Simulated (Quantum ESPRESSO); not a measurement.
HfO2 in Quantum ESPRESSO: the effect of functional

The system is HfO2.

```xyz
3
Lattice="0.0000 2.5575 2.5575 2.5575 0.0000 2.5575 2.5575 2.5575 0.0000" Properties=species:S:1:pos:R:3 pbc="T T T"
Hf    0.0000    0.0000    0.0000
O     3.8363    3.8363    3.8363
O     1.2788    1.2788    1.2788
```

Measurements of this composition are mostly on another form, of space group No. 14.

Alike in all runs:

| Item | Value |
| --- | --- |
| Program | Quantum ESPRESSO 7.5 |
| Task | band structure |
| Potentials or basis | SG15 PBE 1.2 |
| Cutoff | 1197 eV |
| Density cutoff | 4789 eV |
| k mesh | 9 × 9 × 9 |
| Occupations | fermi-dirac, width 0.05 eV |
| Spin | no spin polarisation |

Problem. One run gave: gap on the mesh 3.94 eV; pressure 3.6 GPa. Which functional did it use?
A. AM05
B. LDA
C. RPBE
D. PBEsol

Solution. C.

| functional | gap on the mesh (eV) | pressure (GPa) |
| --- | --- | --- |
| LDA | 3.52 | -18.8 |
| PBEsol | 3.69 | -10.4 |
| RPBE | 3.94 | 3.6 |
| AM05 | 3.72 | -9.9 |

Caveats: the potentials were made for another functional, which shifts forces and pressure; spin-orbit coupling is left out, which moves the levels of the heavy elements; the mesh misses the band edges, which the band path finds closer together.

Runs at the PBE level aren't shown here.
